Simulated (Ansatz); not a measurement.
**Nuclear-site quantities of BN as the cell is scaled**

```yaml
crystal:
  lattice:
    - [0.00000, 1.80750, 1.80750]
    - [1.80750, 0.00000, 1.80750]
    - [1.80750, 1.80750, 0.00000]
  atoms:
    - { symbol: B, position: [0.00000, 0.00000, 0.00000] }
    - { symbol: N, position: [0.75000, 0.75000, 0.75000] }
```

Atom numbers follow the list: B1, N2.

The cell comes from COD entry 9008834, which wasn't checked; take it as a given geometry.

Level of theory: Ansatz 0.2.0, DFT, PBEsol, all-electron PAW with datasets made for the crystal, scalar-relativistic.

The runs use a Γ-centred 13×13×13 k mesh, Fermi–Dirac smearing of 0.03 eV, cutoff 520 eV (chosen by the program for this cell), no spin polarisation.

The contact density is the mean electron density over the nuclear volume; its changes follow the s electrons' response to bonding and compression. Changes below are taken from the unscaled cell, where it is 481.176 e/Å³ at B1, 1401.34 e/Å³ at N2.

Volumes at which the program chose other datasets or cutoffs are left out.

```json
{"V/V(cell)": "0.9900", "P (GPa)": "0.9", "Δρ(0) B1 (e/Å³)": "0.02", "Δρ(0) N2 (e/Å³)": "-0.04"}
{"V/V(cell)": "1.0000", "P (GPa)": "-2.9", "Δρ(0) B1 (e/Å³)": "0.00", "Δρ(0) N2 (e/Å³)": "0.00"}
{"V/V(cell)": "1.0100", "P (GPa)": "-6.6", "Δρ(0) B1 (e/Å³)": "-0.02", "Δρ(0) N2 (e/Å³)": "?"}
{"V/V(cell)": "1.0200", "P (GPa)": "-10.1", "Δρ(0) B1 (e/Å³)": "-0.03", "Δρ(0) N2 (e/Å³)": "0.08"}
{"V/V(cell)": "1.0400", "P (GPa)": "-16.6", "Δρ(0) B1 (e/Å³)": "?", "Δρ(0) N2 (e/Å³)": "?"}
```

(1) Fill in "Δρ(0) N2 (e/Å³)" for the row "1.0400".

(2) What belongs in the row "1.0100", column "Δρ(0) N2 (e/Å³)"?

(3) What belongs in the row "1.0400", column "Δρ(0) B1 (e/Å³)"?

The datasets are made afresh for each cell, so very small changes are uncertain.

Answers

(1) 0.17.

(2) 0.04.

(3) -0.07.
